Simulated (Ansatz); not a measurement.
# La (Im-3m) in Ansatz: further runs

The runs below take La through electric field gradients, density of states, single point, equation of state, with HSE03, wPBEh, r2SCAN50.

All numbers are computed with Ansatz 0.2.0; they aren't measurements. Logs are shortened: lines on timing, memory, paths and dates and some standing lists are left out, and cuts for length are marked.

**1. The crystal as given**

Symmetry: Im-3m, No. 229, cubic system. Conventional cell: a = 4.248 Å, b = 4.248 Å, c = 4.248 Å, α = 90.00°, β = 90.00°, γ = 90.00°. La (site symmetry m-3m) has 8 La at 3.68 Å as nearest neighbours.

This isn't the form of La at room conditions, which is double hcp.

**2. Electric field gradients, HSE03**

Contents of input.yaml:

```yaml
crystal:
  lattice:
    - [-2.123831071, 2.123831071, 2.123831071]
    - [2.123831071, -2.123831071, 2.123831071]
    - [2.123831071, 2.123831071, -2.123831071]
  atoms:
    - { symbol: La, position_ang: [0.0, 0.0, 0.0] }
hamiltonian:
  xc: { exchange: pbe, correlation: pbe, exx: { coeff: 0.25, omega: 0.3 } }
  pseudopotentials: { kind: paw }
kpoints:
  mp_grid: { grid: [6, 6, 6] }
scf:
  occupations: { method: methfessel_paxton, width: 0.025 }
output:
  forces: true
  stress: true
  eigenvalues: true
  efg: {}
  write_density: true
  write_potential: true
  elf: true
  volumetric_format: npy
```

Potentials or basis: Ansatz PAW.

Command:

```console
ansatz run input.yaml --threads 1 --pin off --max-ram 2560MiB --backend cpu --events-out ev --progress --plain --runs-dir out
```

Log:

```text
Warning: output.stress: scf.convergence.dr2_threshold = 1e-7 eV (the SCF's general default) is looser than the 1e-10 eV advised for a printed stress (1e-10 eV for each atom of the cell: 1). What an SCF threshold leaves in a stress goes as its square root, and in the free energy as the threshold itself, and one threshold admits the most on a small cell: of the crystals measured, under no hybrid functional and no lock of the moments, on runs that ended without the residual-converged pass, on stresses that held no estimate of that error, the worst erred by over 100 MPa in a component at 1e-7 eV an atom and by under 5 at 1e-10. Set scf.convergence.dr2_threshold to 1e-10 eV or tighter. The threshold is an SCF's pass mark: one that does not reach it within its budget of iterations ends unconverged, or closes short of it on a stop that the run arms, and scf.convergence.dr2_threshold's page says what that costs each kind of run
Warning: output.stress: scf.exx.energy_threshold = 1e-6 eV is looser than the 1e-8 eV advised for a stress under a hybrid functional (1e-8 eV for each atom of the cell: 1). Every SCF of the exchange loop can meet its threshold on dr2 while the loop round them stops early: no threshold on dr2 bounds what that leaves in the stress. Set scf.exx.energy_threshold to 1e-8 eV or tighter. The threshold is the loop's pass mark: a loop that does not reach it within its budget of cycles ends unconverged, and scf.exx.energy_threshold's page has the law
Warning: RAYON_NUM_THREADS=1 ignored (pool sized by the plan → 1); use --threads N
La: output.efg is read without spin–orbit coupling, which moves field gradients at and beside such atoms by some per cent and up to a factor of two; PAW files take it under magnetization.noncollinear and magnetization.spin_orbit
Engine: ansatz 0.2.0, x86_64-unknown-linux-gnu
Pseudopotentials: kind: paw
Pseudopotential: La, paw, valence charge 11, recommended cutoff 420 eV (normal), La.paw.azcp
Functional definition: unnamed
  parameter a_1 = 0.25
  parameter omega_1 = 0.3/angstrom
  exchange = pbe_x + (-a_1)*pbe_x_sr(omega_1) + a_1*exact_x_sr(omega_1)
  correlation = pbe_c
Crystal: 1 atoms, lattice volume = 38.320 Å³
Basis set: ecut = 420 eV, 767 PW (Γ), exchange–correlation on 50×50×50 points (8 copies of the dense FFT grid, shifted against one another)
Bands: 10, of which v1, the nominal top of the filled ones, is band 6 counted from 1 (5 counted from 0)
Symmetry: 48 space group operations
Space group: Im-3m (ITA 229), of the structure as read, at distance tolerance 3.4e-5 Å
k-points: 16 of 216
Non-local potential: La, projectors of the file, l = 0: 3, l = 1: 2, l = 2: 2, l = 3: 3
PAW form: soft (Blöchl's): semilocal exchange-correlation on the pseudo side does not see the compensation charge
PAW frozen core: La, regenerated for the run's functional, and the local potential with it (the file was generated under x = pbe(κ = 0.804, μ = 0.2195149727645171), c = pbe(β = 0.06672455060314922))
PAW one-centre angular grid: La, 590 points (default); XC on 64 Gauss nodes
Initial density: superposition of atomic densities (neutral atoms: chi_scale 0, normalization atom), corrected by the library's trained network
Initial wavefunctions: pseudopotential atomic-orbital guess
Functional: x = pbe(κ = 0.804, μ = 0.2195149727645171), c = pbe(β = 0.06672455060314922), warm-up for x = pbe(κ = 0.804, μ = 0.2195149727645171) + 0.25 (exact − pbe) at short range (hse, ω = 0.3 Å⁻¹), c = pbe(β = 0.06672455060314922)
SCF iter   1: F=—  HF=-6249.939155 eV  |F-HF|=—  |Δ(HF+E_count)|=         —  Δρ=3.69e-3  dr2=3.95e-3  ethr=1.77e-3  ⟨swp⟩=5.4  Hψ=768  notcnv=0
preconditioner: auto → none  [insulator: Δε(μ)=0.069 eV  Ē_g=12.444 eV  σ=0.025 eV  W_gap=0.67  n_scr=12 (ndim 8)  ℏωp=18.0 eV  f_vac=0.000  D(μ)=17.23/eV (n_scr^D=458)]
iter 2 solved again at ethr=3.01e-6 eV; its pass at ethr=3.59e-5 eV (dr2=3.31e-4 eV) is discarded
SCF iter   2: F=—  HF=-6249.939395 eV  |F-HF|=—  |Δ(HF+E_count)|=   2.40e-4  S|Δr|=    0.00e0  Δρ=1.29e-3  dr2=3.18e-4  ethr=3.01e-6  ⟨swp⟩=4.0  Hψ=890  notcnv=0  defer=3
SCF iter   3: F=—  HF=-6249.939747 eV  |F-HF|=—  |Δ(HF+E_count)|=   3.52e-4  S|Δr|=    0.00e0  Δρ=4.19e-4  dr2=3.21e-5  ethr=2.89e-6  ⟨swp⟩=4.1  Hψ=431  notcnv=0  defer=2
SCF iter   4: F=—  HF=-6249.939815 eV  |F-HF|=—  |Δ(HF+E_count)|=   6.78e-5  S|Δr|=    0.00e0  Δρ=7.02e-5  dr2=1.14e-6  ethr=2.92e-7  ⟨swp⟩=4.6  Hψ=365  notcnv=0
SCF iter   5: F=—  HF=-6249.939815 eV  |F-HF|=—  |Δ(HF+E_count)|=   1.81e-7  S|Δr|=    0.00e0  Δρ=9.72e-6  dr2=4.77e-8  ethr=1.03e-8  ⟨swp⟩=5.1  Hψ=347  notcnv=0
SCF iter   6: F=—  HF=-6249.939815 eV  |F-HF|=—  |Δ(HF+E_count)|=   1.44e-8  S|Δr|=    0.00e0  Δρ=2.38e-6  dr2=1.42e-9  ethr=4.34e-10  ⟨swp⟩=5.1  Hψ=424  notcnv=0
SCF iter   7: F=-6249.939815 eV  HF=-6249.939815 eV  |F-HF|=9.00e-11  |Δ(HF+E_count)|=  2.86e-10  S|Δr|=    0.00e0  Δρ=7.97e-7  dr2=2.34e-10  ethr=1.29e-11  ⟨swp⟩=5.3  Hψ=423  notcnv=0
SCF 1 converged in 7 iterations: F = -6249.939815 eV  dr2 = 2.34e-10
Initial density: handed on by an earlier stage of this run
Initial wavefunctions: those handed on with the density
Functional: x = pbe(κ = 0.804, μ = 0.2195149727645171) + 0.25 (exact − pbe) at short range (hse, ω = 0.3 Å⁻¹), c = pbe(β = 0.06672455060314922)
Exchange kernel: α = 0.2500, screened, ω = 0.3000 Å⁻¹, Wigner–Seitz truncation, v(0) = 502.6420 eV·Å³, q-mesh 6×6×6, nearest image of the exchange supercell L = 22.07 Å, pair-density grid 15×15×15, without the augmentation charges, whose exchange is taken in its separable form by FFT convolution over the k-point mesh (sized by the pseudopotential files, 24×24×24 at the most), smooth part of the exact exchange by density-matrix convolution
Frozen-core exchange: fock
iter 1 solved again at ethr=4.28e-5 eV; its pass at ethr=1.00e-1 eV (dr2=4.71e-3 eV) is discarded
SCF iter   1: F=—  HF=-6254.375181 eV  |F-HF|=—  |Δ(HF+E_count)|=         —  Δρ=4.36e-3  dr2=1.22e-2  ethr=4.28e-5  ⟨swp⟩=7.8  Hψ=1027  notcnv=0
[... 26 lines left out ...]
SCF iter   2: F=—  HF=-6254.379345 eV  |F-HF|=—  |Δ(HF+E_count)|=   1.04e-6  S|Δr|=    0.00e0  Δρ=1.18e-5  dr2=1.90e-8  ethr=1.14e-9  ⟨swp⟩=5.0  Hψ=545  notcnv=0
SCF iter   3: F=-6254.379345 eV  HF=-6254.379345 eV  |F-HF|=2.97e-10  |Δ(HF+E_count)|=   2.69e-8  S|Δr|=    0.00e0  Δρ=2.87e-6  dr2=1.32e-9  ethr=1.65e-10  ⟨swp⟩=4.8  Hψ=547  notcnv=0  defer=3
SCF 5 converged in 3 iterations: F = -6254.379345 eV  dr2 = 1.32e-9
  Residual-converged pass: ⟨swp⟩=3.1  Hψ=314  notcnv=0  max |occ|·‖R‖ = 2.4e-6 eV (tolerance 2.4e-6 eV)  dr2=1.27e-9  dr2_onsite=4.67e-10  max |Δocc| = 2.7e-11
hybrid outer 4: dexx = +3.490e-6 eV, tail = 1.09e-6 eV, Δε = 8.21e-4 eV (about 5.82e-4 eV left of the loop's levels)
Exchange kernel: α = 0.2500, screened, ω = 0.3000 Å⁻¹, Wigner–Seitz truncation, v(0) = 502.6420 eV·Å³, q-mesh 6×6×6, nearest image of the exchange supercell L = 22.07 Å, pair-density grid 15×15×15, without the augmentation charges, whose exchange is taken in its separable form by FFT convolution over the k-point mesh (sized by the pseudopotential files, 24×24×24 at the most), smooth part of the exact exchange by density-matrix convolution
Frozen-core exchange: fock
SCF iter   1: F=—  HF=-6254.379348 eV  |F-HF|=—  |Δ(HF+E_count)|=         —  Δρ=6.43e-6  dr2=1.05e-8  ethr=4.96e-8  ⟨swp⟩=7.6  Hψ=641  notcnv=0
preconditioner: auto → none  [insulator: Δε(μ)=0.077 eV  Ē_g=3.425 eV  σ=0.025 eV  W_gap=0.64  n_scr=12 (ndim 8)  ℏωp=10.4 eV  f_vac=0.000  D(μ)=14.13/eV (n_scr^D=368)]
SCF iter   2: F=-6254.379349 eV  HF=-6254.379349 eV  |F-HF|=8.23e-10  |Δ(HF+E_count)|=   7.05e-8  S|Δr|=    0.00e0  Δρ=3.33e-6  dr2=1.49e-9  ethr=8.01e-11  ⟨swp⟩=5.6  Hψ=564  notcnv=0  defer=1
SCF 6 converged in 2 iterations: F = -6254.379349 eV  dr2 = 1.49e-9
  Residual-converged pass: ⟨swp⟩=3.0  Hψ=301  notcnv=0  max |occ|·‖R‖ = 2.4e-6 eV (tolerance 2.4e-6 eV)  dr2=1.48e-9  dr2_onsite=8.87e-10  max |Δocc| = 5.4e-12
hybrid outer 5: dexx = +2.668e-7 eV, tail = 8.99e-8 eV, Δε = 1.08e-4 eV (about 7.61e-5 eV left of the loop's levels), ΔF = 1.64e-31 eV/Å (tail 6.13e-31)
Exchange kernel: α = 0.2500, screened, ω = 0.3000 Å⁻¹, Wigner–Seitz truncation, v(0) = 502.6420 eV·Å³, q-mesh 6×6×6, nearest image of the exchange supercell L = 22.07 Å, pair-density grid 15×15×15, without the augmentation charges, whose exchange is taken in its separable form by FFT convolution over the k-point mesh (sized by the pseudopotential files, 24×24×24 at the most), smooth part of the exact exchange by density-matrix convolution
Frozen-core exchange: fock
SCF iter   1: F=—  HF=-6254.379349 eV  |F-HF|=—  |Δ(HF+E_count)|=         —  Δρ=4.61e-6  dr2=4.11e-9  ethr=4.08e-9  ⟨swp⟩=8.7  Hψ=678  notcnv=0
preconditioner: auto → none  [insulator: Δε(μ)=0.077 eV  Ē_g=3.424 eV  σ=0.025 eV  W_gap=0.64  n_scr=12 (ndim 8)  ℏωp=10.4 eV  f_vac=0.000  D(μ)=14.13/eV (n_scr^D=368)]
SCF iter   2: F=-6254.379349 eV  HF=-6254.379349 eV  |F-HF|=2.89e-10  |Δ(HF+E_count)|=   4.52e-9  S|Δr|=    0.00e0  Δρ=2.22e-6  dr2=5.91e-10  ethr=3.59e-11  ⟨swp⟩=4.9  Hψ=482  notcnv=0  defer=16
SCF 7 converged in 2 iterations: F = -6254.379349 eV  dr2 = 5.91e-10
  Residual-converged pass: ⟨swp⟩=2.9  Hψ=294  notcnv=0  max |occ|·‖R‖ = 2.4e-6 eV (tolerance 2.4e-6 eV)  dr2=5.85e-10  dr2_onsite=3.85e-10  max |Δocc| = 6.2e-13
hybrid outer 6: dexx = +2.333e-8 eV, tail = 9.30e-9 eV, Δε = 6.89e-5 eV (about 4.88e-5 eV left of the loop's levels), ΔF = 3.04e-31 eV/Å (tail 1.15e-30)
hybrid SCF converged: 6 outer / 15 inner (+7 warm-up), last move |dexx| = 2.33e-8 eV, tail = 9.30e-9 eV
Stability not checked: this state was not tested for a lower state beside it, because the functional holds exact exchange (a hybrid, or Hartree-Fock), whose exchange loop this test does not read (fock_operator; see scf.lower_state_search)
Free energy (F): -6254.379349 eV
Frozen-core exchange: fock
Harris-Foulkes:  -6254.379349 eV  (|F-HF|=2.89e-10)
Internal energy: -6254.378010 eV  (E = F + TS)
E sigma→0 (E₀):  -6254.379014 eV
Entropy (-TS):   -0.001339 eV (-1.339 meV/atom)
Fermi energy:    10.752205 eV
--- Per-component energies (eV) ---
  E_band       = -63.617557
  E_kinetic    = 192.463553
  E_local      = -341.305751  (includes V_loc(G=0)·N_el)
  E_nonlocal   = 92.441992
  E_hartree    = 106.902717
  E_xc         = -114.823746
  E_vxc        = -120.300842  (∫ρ·V_xc dr)
  E_exx        = -19.426635  (= α·E_x^exact, valence–valence)
  E_paw        = -5424.067526  (= ΣΔE_a)
  E_vpaw       = -61.868872  (= ΣTr[D̂ρ^β])
  E_aug_tail   = -0.000000  (compensation charges beyond the density's cutoff)
  E_ewald      = -746.392255
  E_core_change = -0.170359  (= ΣΔE_core)
  E_smearing   = -0.001339  (= −TS)
  E_closure    = -0.000000  (closes the sum)
  Σ components = -6254.379349   (vs F -6254.379349, Δ=-9.09e-13)
--- Forces (eV/Å), atoms counted from 1 ---
  atom   1  La     0.00000000     0.00000000    -0.00000000
  max |Σ_I F_I| component: 1.23e-31 eV/Å
--- Stress (GPa, compression-positive) ---
        1.217428      -0.000000       0.000000
       -0.000000       1.217428       0.000000
       -0.000000       0.000000       1.217428
  P = ⅓ Tr σ = 1.2174 GPa (12.174 kbar)
--- PAW observables at the nuclei: V_zz in 10²¹ V/m², potentials from the cell's mean, atoms counted from 1 ---
  atom   1  La V_zz =    -0.000000   η = 0.0000   by run symmetry: forbidden
            electrostatic potential = -9874.758406 V   contact ρ = none
--- Band table (eV; the first three rows and the last of 16) ---
  k-point 0: bands = ["-24.8219", "-6.6691", "-6.6691", "-6.6691", "7.0021", "12.4321", "12.4321", "12.4321", "13.8273", "13.8273"]
  k-point 1: bands = ["-24.7709", "-7.0496", "-6.7769", "-6.6733", "7.8466", "11.7702", "11.8642", "13.0858", "13.6207", "13.6926"]
  k-point 2: bands = ["-24.6668", "-7.7329", "-6.9837", "-6.6823", "8.8488", "10.9426", "11.8745", "13.6193", "14.1074", "14.2277"]
  k-point 15: bands = ["-24.4729", "-7.5783", "-7.5783", "-7.5783", "8.6867", "8.6867", "14.1266", "14.1581", "14.1581", "14.1581"]
```

Wall time 22 s (1 thread of AMD EPYC 9B45 (Zen 5), shared host); peak memory 1 GiB.

What came out:

```yaml
Free_energy: -6254.3793 eV
Pressure: 1.2 GPa
Band_gap_on_the_k_mesh: none (metal or under the smearing width)
```

Caveat: the magnetic or orbital state may not be the lowest; the PAW data sets come from PBE, with cores solved anew for the run's functional, which leaves a small shift of forces and pressure; the thresholds are loose for stress. The run has no spin-orbit coupling, so splittings on La are missing.

[end of part 1 of 3]
